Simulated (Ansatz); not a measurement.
**Sb under changes of volume**

One of the cells (29.904 Å³/atom); the others are scaled copies at fixed shape and fractional positions:

```xyz
2
Lattice="3.1224 0.0000 0.0000 0.0000 4.3475 0.0000 -0.0389 0.0000 4.4059" Properties=species:S:1:pos:R:3 pbc="T T T"
Sb    0.0262    1.0869    1.0625
Sb    3.0573    3.2606    3.3433
```

This isn't the form of Sb at room conditions, which is rhombohedral.

| Property | Result |
| --- | --- |
| Program | Ansatz 0.2.0 |
| Functional | PBE |
| Potentials or basis | all-electron LAPW, scalar-relativistic |
| Cutoff | 221 eV (chosen from the basis error) |
| Basis error allowed | 0.0005 eV/atom |
| k mesh | 9 × 6 × 6 |
| Occupations | fermi-dirac, width 0.05 eV |
| Spin | no spin polarisation |

```csv
volume (Å³/atom),energy over the lowest point (meV/atom),pressure (GPa),largest force (eV/Å)
28.110,25.36,4.4,0.156
28.708,11.95,2.9,0.118
29.306,3.68,1.6,0.084
29.904,0.00,0.4,0.055
30.502,0.39,-0.6,0.034
31.100,?,?,?
31.698,11.68,-2.4,0.047
```

What does the run at 31.100 Å³/atom give?

Energy over the lowest point 4.41 meV/atom; pressure -1.5 GPa; largest force 0.032 eV/Å.

Worked out: A Birch-Murnaghan fit of order 3 (a polynomial in V^(-2/3)) to the other rows has its minimum at 30.14 Å³/atom with B0 = V·E''(V) = 53 GPa and B' = 4.8 at fixed shape and positions, which overstates the stiffness. It gives 4.42 meV/atom at 31.100 Å³/atom, against the run's 4.41, and -dE/dV = -1.5 GPa, against -1.5.

Energies are extrapolated to zero smearing.
